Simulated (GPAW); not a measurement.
Runs of GPAW 26.7.0 on CuO. It takes space group P4_2/mmc (No. 131, tetragonal). The conventional cell has a = 3.422 Å, b = 3.422 Å, c = 4.260 Å, α = 90.00°, β = 90.00°, γ = 90.00°. Cu (site symmetry mmm) is surrounded by 4 O at 2.02 Å. O (site symmetry -4m2) has 4 Cu at 2.02 Å and 2 O at 2.13 Å as nearest neighbours. Measurements of this composition are mostly on another form, of space group No. 15.

```csv
task,level,potentials or basis,cell,older calculator (legacy_gpaw),band path,band points,optimizer,fmax,pressure (GPa)
band structure,MS2,"GPAW PAW data sets (gpaw-data 1.2.1), pw",as given,-,"GXMGZRAZ,XR,MA",100,-,-,-6.8
band structure,PBE,"GPAW PAW data sets (gpaw-data 1.2.1), pw",as given,-,"GXMGZRAZ,XR,MA",80,-,-,(a)
relaxation of cell and atoms,PBE+D4,"GPAW PAW data sets (gpaw-data 1.2.1), pw",relaxed to 2 GPa,-,-,-,BFGS,0.02 eV/Å,2.0
band structure,LDA,"the program's PAW data sets (release 1.2.1) made for this functional, pw",as given,-,"GXMGZRAZ,XR,MA",80,-,-,-13.2
band structure,r2SCAN,"GPAW PAW data sets (gpaw-data 1.2.1), pw",as given,-,"GXMGZRAZ,XR,MA",80,-,-,-6.5
band structure,SCAN,"GPAW PAW data sets (gpaw-data 1.2.1), pw",as given,-,"GXMGZRAZ,XR,MA",80,-,-,-7.6
band structure,revPBE,"the program's PAW data sets (release 1.2.1) made for this functional, pw",as given,-,"GXMGZRAZ,XR,MA",80,-,-,(c)
band structure,BLYP,"PAW data sets generated in the run's folder for this functional, pw",as given,-,"GXMGZRAZ,XR,MA",80,-,-,2.1
band structure,AM05,"PAW data sets generated in the run's folder for this functional, pw",as given,-,"GXMGZRAZ,XR,MA",80,-,-,-6.9
band structure,RPBE,"the program's PAW data sets (release 1.2.1) made for this functional, pw",as given,-,"GXMGZRAZ,XR,MA",80,-,-,(b)
```

Alike in all rows: no spin polarisation; k mesh 6 × 6 × 5; cutoff (eV) 800; smearing fermi-dirac 0.05 eV.

Problem. Estimate the missing entries.

Solution. (a) -1.7; (b) 3.0; (c) 1.8.

Caveats: with this Cu data set, volumes or pressures lay over 1.5 % or 2 GPa off other programs in two to four cells of ten; the run has no spin polarisation, though such a crystal can be magnetic; the PAW data sets were made with another functional, which shifts forces and pressure a little (some runs); later steps reuse the first step's grids (some runs); pairwise dispersion overbinds metals, which lowers pressure and volume (some runs).
